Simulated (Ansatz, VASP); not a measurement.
## Two plane-wave programs on As

```xyz
1
Lattice="0.0000 2.1302 2.1302 2.1302 0.0000 2.1302 2.1302 2.1302 0.0000" Properties=species:S:1:pos:R:3 pbc="T T T"
As    0.0000    0.0000    0.0000
```

Alike in both runs: functional PBE; k mesh 16 × 16 × 16; occupations fermi-dirac, width 0.05 eV; no spin polarisation.

Ansatz relaxed the structure, and its values are those at the end. VASP's run is a single point on that final structure, the one shown.

|  | VASP | Ansatz |
| --- | --- | --- |
| version | VASP 6.6.1 | Ansatz 0.2.0 |
| potentials or method | VASP PAW PBE potentials, release 64 (As) | PAW with Ansatz's default frozen-core files, scalar-relativistic |
| plane-wave cutoff (eV) | 520 | 420 |
| valence electrons in the cell | 5 | 15 |

|  | VASP | Ansatz | Ansatz less VASP |
| --- | --- | --- | --- |
| pressure (GPa) | 0.0 | 0.0 | -0.05 |

The functional is the same, so the differences come from potentials, cutoffs and numerics. The two sets of potentials don't hold the same shells in valence.
